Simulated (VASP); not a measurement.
**From an Ansatz input to VASP: BN (strained zincblende)**

Ansatz input

```yaml
crystal:
  lattice:
    - [0.0139804944, 1.8007577048, 1.8007577048]
    - [1.8007577048, 0.0139804944, 1.8007577048]
    - [1.8007577048, 1.8007577048, 0.0139804944]
  atoms:
    - { symbol: B, position: [5.25761e-05, 5.25761e-05, 5.25761e-05] }
    - { symbol: "N", position: [0.2499474239, 0.2499474239, 0.2499474239] }
kpoints:
  mp_grid: { grid: [12, 12, 12] }
  band_path:
    path:
      - [0.0, 0.0, 0.0]
      - [-0.5, -0.5, 0.0]
      - [-0.375, -0.375, 0.25]
      - [-0.375, 0.0, 0.375]
      - [0.0, 0.0, 0.5]
      - [-0.5, -0.25, 0.25]
      - [0.0, 0.5, 0.5]
    npoints: 1
hamiltonian:
  xc: pbe
scf:
  occupations: { method: fermi_dirac, width: 0.02 }
  n_extra_bands: 4
output:
  forces: true
  stress: true
  eigenvalues: true
```

Problem. Translate this input to VASP.

Solution. 

INCAR

```
NELM = 120
EDIFF = 1E-7
GGA = PE
SIGMA = 0.02
LELF = .TRUE.
ISIF = 2
ISMEAR = -1
LWAVE = .FALSE.
IBRION = -1
NSW = 0
ENCUT = 520
LASPH = .TRUE.
LCHARG = .TRUE.
NBANDS = 11
LREAL = .FALSE.
PREC = Accurate
```

KPOINTS

```
KPOINTS created by Atomic Simulation Environment
0
Gamma
12 12 12
0 0 0
```

KPOINTS_OPT

```
special points
7
Reciprocal
0.0000000000 0.0000000000 0.0000000000 1
-0.5000000000 -0.5000000000 0.0000000000 1
-0.3750000000 -0.3750000000 0.2500000000 1
-0.3750000000 0.0000000000 0.3750000000 1
0.0000000000 0.0000000000 0.5000000000 1
-0.5000000000 -0.2500000000 0.2500000000 1
0.0000000000 0.5000000000 0.5000000000 1
```

POSCAR

```
B  N
 1.0000000000000000
     0.0139804944000000    1.8007577048000001    1.8007577048000001
     1.8007577048000001    0.0139804944000000    1.8007577048000001
     1.8007577048000001    1.8007577048000001    0.0139804944000000
 B   N
   1   1
Cartesian
  0.0001900886880267  0.0001900886880267  0.0001900886880267
  0.9036838873119736  0.9036838873119736  0.9036838873119736
```

VASP ran with the recommended PBE PAW datasets (8 valence electrons in the cell). Other inputs would serve too.

The two codes use different PAW datasets and cutoffs. VASP's cell holds 8 valence electrons and Ansatz's 8. Ansatz's stress includes a Pulay correction; VASP's doesn't.
